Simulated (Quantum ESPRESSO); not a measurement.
Ru:

```
Ru
1.0
     2.70580    0.00000    0.00000
    -1.35290    2.34329    0.00000
     0.00000    0.00000    4.28190
Ru
2
Direct
  0.66667 0.33333 0.75000
  0.33333 0.66667 0.25000
```

| Property | Result |
| --- | --- |
| Program | Quantum ESPRESSO 7.5 |
| Task | single point |
| Functional | PBE |
| Potentials or basis | SSSP 1.3 efficiency PBE |
| Cutoff | 816 eV |
| Density cutoff | 3265 eV |
| k mesh | 11 × 11 × 6 |
| Occupations | fermi-dirac, width 0.05 eV |
| Spin | no spin polarisation |

On this cell: pressure 4.6 GPa; largest force under 0.003 eV/Å; band gap on the k mesh none (metal or under the smearing width).

The same run follows on a disturbed copy (atoms moved at random, drawn with an rms of 0.05 Å):

```
CELL_PARAMETERS angstrom
2.70580 0.00000 0.00000
-1.35290 2.34329 0.00000
0.00000 0.00000 4.28190
ATOMIC_POSITIONS crystal
Ru 0.67236 0.34385 0.74518
Ru 0.32157 0.68043 0.24367
```

Task: What does the disturbed cell give?

Result: The energy (extrapolated to zero smearing) moves by +4.7 meV/atom; pressure 4.7 GPa; largest force 0.350 eV/Å; band gap on the k mesh none (metal or under the smearing width).

Forces on the atoms (eV/Å):
```
Ru  -0.337  0.049 -0.083
Ru   0.337 -0.049  0.083
```

Stress tensor (GPa, compression positive):
```
 4.46  1.03  0.05
 1.03  4.85 -0.01
 0.05 -0.01  4.92
```
